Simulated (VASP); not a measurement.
The system is SiC.

```
Si C
1.0
     3.07874    0.00000    0.00000
     0.00000    4.35399    0.00000
     0.00000    0.00000    3.13612
Si C
2 2
Cartesian
  0.0000 0.0000 0.0000
  1.5394 2.1770 1.5681
  0.0000 1.0885 1.5681
  1.5394 3.2655 3.1361
```

The cell was built by a generator and isn't the measured one.

Program: VASP 6.6.1. Alike in all runs: task band structure; potentials or basis VASP PAW PBE potentials, release 64 (Si, C); no spin polarisation; cell as given; cutoff (eV) 520; smearing gaussian 0.02 eV.

Question: Order these runs on this cell by their band gap on the k mesh, lowest first.
A. level PBE0; k mesh 6 × 4 × 6; grid for exact exchange (PRECFOCK) Fast; exchange at q = 0 truncated
B. level HSE06; k mesh 7 × 5 × 7; grid for exact exchange (PRECFOCK) Fast; screening parameter 0.2 1/A
C. level PBE; k mesh 8 × 6 × 8

Answer: C (1.27 eV), B (2.15 eV), A (2.86 eV).

A k mesh can miss the band edges.

Not every run made on this cell is shown here.
